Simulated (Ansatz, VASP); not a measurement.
**C in VASP and in Ansatz**

The input INCAR:

```
SYSTEM = C
PREC = Accurate
ENCUT = 520
EDIFF = 1E-6
ISMEAR = 0
SIGMA = 0.05
LREAL = .FALSE.
LASPH = .TRUE.
NELM = 80
ALGO = Normal
ISIF = 2
LWAVE = .FALSE.
LCHARG = .TRUE.
GGA = CA
LELF = .TRUE.
LVHAR = .TRUE.
NBANDS = 11
```

File KPOINTS:

```
regular mesh
0
G
  12 12 12
  0 0 0
```

POSCAR

```
C
1.0
    0.0000000000      1.7195526779      1.6385617467
    1.7195526779      0.0000000000      1.6385617467
    1.7195526779      1.7195526779      0.0000000000
C
2
Direct
    0.5000000000      0.5000000000      0.5000000000
    0.7500000000      0.7500000000      0.7500000000
```

Input for Ansatz:

```yaml
crystal:
  lattice:
    - [0.0, 1.7195526779, 1.6385617467]
    - [1.7195526779, 0.0, 1.6385617467]
    - [1.7195526779, 1.7195526779, 0.0]
  atoms:
    - { symbol: C, position: [0.5, 0.5, 0.5] }
    - { symbol: C, position: [0.75, 0.75, 0.75] }
basis:
  ecutwfc: 520.0
kpoints:
  mp_grid: { grid: [12, 12, 12] }
hamiltonian:
  xc: lda
  pseudopotentials: { kind: paw, azcp: { folder: soft_1 } }
scf:
  occupations: { method: gaussian, width: 0.05 }
output:
  forces: true
  stress: true
  eigenvalues: true
  write_density: true
  write_potential: true
  elf: true
  volumetric_format: npy
```

Alike in both runs: task single point; functional LDA; k mesh 12 × 12 × 12; occupations gaussian, width 0.05 eV; no spin polarisation.

|  | VASP | Ansatz |
| --- | --- | --- |
| version | VASP 6.6.1 | Ansatz 0.2.0 |
| potentials or method | VASP PAW LDA potentials, release 64 (C) | scalar-relativistic, plane waves, PAW |
| plane-wave cutoff (eV) | 520 | 520 |
| valence electrons in the cell | 8 | 8 |

```csv
,VASP,Ansatz,Ansatz less VASP
gap on the k mesh at the Fermi level (eV),3.19,3.20,+0.014
least direct gap on the mesh (eV),5.08,5.08,-0.004
```

Ansatz warned: «pseudo_functional_mismatch».
